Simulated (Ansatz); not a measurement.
**Bi in Ansatz: the effect of functional**

Crystal: Bi.

```xyz
2
Lattice="3.2810 0.0000 0.0000 0.0000 3.2640 0.0000 -0.0815 0.0000 6.5287" Properties=species:S:1:pos:R:3 pbc="T T T"
Bi    1.7246    0.0000    4.8938
Bi    1.4749    0.0000    1.6349
```

This isn't the form of Bi at room conditions, which is rhombohedral.

The cell isn't the ideal one: volume scaled by 1.04.

Alike in all runs:

```yaml
Program: Ansatz 0.2.0
Task: single point
Potentials_or_basis: Ansatz PAW
k_mesh: 8 × 8 × 4
Occupations: fermi-dirac, width 0.05 eV
Spin: no spin polarisation
```

```tsv
functional	cutoff	pressure (GPa)	largest force (eV/Å)
LDA	420 eV (not typed: the program's choice for these potentials)	?	?
PBEsol	420 eV (not typed: the program's choice for these potentials)	-2.3	0.02
r2SCAN	500 eV (not typed: the program's choice for these potentials)	-0.9	0.03
```

Q: What does the run with functional LDA give?

A: Pressure -3.5 GPa; largest force 0.03 eV/Å.

Caveats: the PAW data sets come from PBE, with cores solved anew for the run's functional, which leaves a small shift of forces and pressure.
